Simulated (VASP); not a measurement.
Here is a VASP 6.6.1 calculation.

The input INCAR:

```
PREC     = Accurate       # precision mode
ENCUT    = 520            # plane-wave cutoff, eV
EDIFF    = 1E-7           # SCF threshold, eV
ISMEAR   = 0              # smearing method
SIGMA    = 0.1            # smearing width, eV
LREAL    = False          # projectors in reciprocal space
LASPH    = True           # aspherical terms in the spheres
NELM     = 120            # most SCF steps
ALGO     = Normal         # electronic algorithm
ISIF     = 3              # what is computed and relaxed
LWAVE    = False          # write WAVECAR
LCHARG   = False          # write CHGCAR
GGA      = PE             # functional
IBRION   = 2              # ionic algorithm
NSW      = 60             # ionic steps
EDIFFG   = -0.005         # ionic threshold
POTIM    = 0.3            # step
KPAR     = 8
```

Contents of KPOINTS:

```
Automatic mesh
0
Gamma
  4 4 9
```

The input POSCAR:

```
Si3N4                                   
1.0
    7.6615435688      0.0000000724      0.0000000000
   -3.8307718471      6.6350913248      0.0000000000
    0.0000000000      0.0000000000      2.9252675728
  Si              N             
     6     8
Direct
     0.7689266303907133    0.1750350454952478    0.3256426969675971
     0.5938915848955186    0.7689266303907077    0.8256426969675974
     0.8249649545048124    0.5938915848954528    0.3256426969675971
     0.2310733696092865    0.8249649545047519    0.8256426969675974
     0.4061084151044813    0.2310733696092920    0.3256426969675971
     0.1750350454951878    0.4061084151045471    0.8256426969675973
     0.0308171468833529    0.3299966605131221    0.3256354699256883
     0.7008204863702383    0.0308171468833399    0.8256354699256883
     0.6700033394868780    0.7008204863702250    0.3256354699256883
     0.9691828531166468    0.6700033394868781    0.8256354699256883
     0.2991795136297616    0.9691828531166599    0.3256354699256883
     0.3299966605131218    0.2991795136297750    0.8256354699256883
     0.3333333300000021    0.6666666699999979    0.8255654993201461
     0.6666666699999979    0.3333333300000021    0.3255654993201461
```

Potentials or basis: VASP PAW PBE potentials, release 64 (Si, N).

Command:

```console
$ cat potpaw_PBE.64/Si/POTCAR potpaw_PBE.64/N/POTCAR > POTCAR
$ mpirun -np 8 vasp_std > vasp.out
```

(1) What does it give for the band gap on the k mesh?

Results:

(1) 4.28 eV, indirect (least direct gap 4.45 eV).

Caveat: the relaxation stopped at its first step, so nothing moved; an odd mesh through Γ misses points on the zone boundary, where band edges often lie.
